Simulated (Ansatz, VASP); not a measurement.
Tc in VASP and in Ansatz

INCAR

```
PREC = Accurate
ENCUT = 520
EDIFF = 1E-6
ISMEAR = -1
SIGMA = 0.08
LREAL = F
LASPH = T
NELM = 100
ALGO = Normal
ISIF = 2
LWAVE = F
LCHARG = F
GGA = PE
NBANDS = 20
```

Contents of KPOINTS:

```
Automatic mesh
0
Gamma
  14 14 8
```

POSCAR

```
Tc
1.0
    2.7547039814      0.0000000000      0.0000000000
   -1.3773519907      2.3856436278      0.0000000000
    0.0000000000      0.0000000000      4.4240089648
Tc
2
Direct
    0.3333333333      0.6666666667      0.2500000000
    0.6666666667      0.3333333333      0.7500000000
```

Input for Ansatz:

```yaml
crystal:
  lattice:
    - [2.7547039814, 0.0, 0.0]
    - [-1.3773519907, 2.3856436278, 0.0]
    - [0.0, 0.0, 4.4240089648]
  atoms:
    - { symbol: Tc, position: [0.3333333333, 0.6666666667, 0.25] }
    - { symbol: Tc, position: [0.6666666667, 0.3333333333, 0.75] }
kpoints:
  mp_grid: { grid: [14, 14, 8] }
scf:
  occupations: { method: fermi_dirac, width: 0.08 }
hamiltonian:
  xc: pbe
  pseudopotentials: { kind: all_electron, lapw: { basis_error: 0.001 } }
output:
  forces: true
  stress: true
  eigenvalues: true
```

Change from the starting cell: volume scaled by 1.02.

Alike in both runs: task single point; functional PBE; k mesh 14 × 14 × 8; occupations fermi-dirac, width 0.08 eV; no spin polarisation.

|  | VASP | Ansatz |
| --- | --- | --- |
| version | VASP 6.6.1 | Ansatz 0.2.0 |
| potentials or method | VASP PAW PBE potentials, release 64 (Tc_pv) | all-electron LAPW, scalar-relativistic |
| plane-wave cutoff (eV) | 520 | see its input |

|  | VASP | Ansatz | Ansatz less VASP |
| --- | --- | --- | --- |
| pressure (GPa) | -2.6 | -1.9 | +0.62 |
| largest component of the traceless stress (GPa) | 1.06 | 1.04 | -0.021 |

Ansatz ran all-electron here, so the differences hold the error of VASP's frozen core and of both bases.
